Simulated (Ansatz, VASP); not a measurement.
## Two plane-wave programs on Fe

```xyz
1
Lattice="-1.4286 1.4286 1.4430 1.4286 -1.4286 1.4430 1.4286 1.4286 -1.4430" Properties=species:S:1:pos:R:3 pbc="T T T"
Fe    0.0000    0.0000    0.0000
```

Alike in both runs: functional PBE; k mesh 11 × 11 × 11; occupations fermi-dirac, width 0.05 eV; collinear spin.

|  | VASP | Ansatz |
| --- | --- | --- |
| version | VASP 6.6.1 | Ansatz 0.2.0 |
| potentials or method | VASP PAW PBE potentials, release 64 (Fe) | Ansatz PAW |
| plane-wave cutoff (eV) | 520 | 420 |
| valence electrons in the cell | 8 | 16 |
| task | single point | band structure |

|  | VASP | Ansatz | Ansatz less VASP |
| --- | --- | --- | --- |
| gap on the k mesh at the Fermi level (eV) | none | none | - |
| pressure (GPa) | -6.3 | -6.2 | +0.12 |
| largest component of the traceless stress (GPa) | 0.85 | 0.83 | -0.023 |
| net moment per atom (μB) | 2.26 | 2.24 | -0.012 |
| size of the moment on the site where the two differ most (μB) | 2.26 | 2.30 | +0.036 |

Site moments also hang on the region over which each program counts them. A gap of «none» marks a metal or a gap that the smearing closes. The two sets of potentials don't hold the same shells in valence.
